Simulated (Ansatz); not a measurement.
Take GeTe (space group R3m, No. 160) as the base.

```yaml
crystal:
  lattice:
    - [2.11331, 1.22012, 3.63992]
    - [-2.11331, 1.22012, 3.63992]
    - [0.00000, -2.44024, 3.63992]
  atoms:
    - { symbol: Ge, position: [0.23423, 0.23423, 0.23423] }
    - { symbol: Te, position: [0.76577, 0.76577, 0.76577] }
```

Cartesian axes are those of the cell as printed.

Computed with Ansatz (a quantum-chemistry and plane-wave program), PBE, PAW, cutoff 420 eV, without spin-orbit coupling.

Modification: biaxial strain −0.62 %, plane normal [001], relaxed out of plane (Cartesian); in-plane vectors clamped, the third vector and the atoms free.

Task: Predict the new in-plane stress.

Result: The mean in-plane stress (compression positive) comes out as +0.5 GPa.

No phonon test of stability was made.
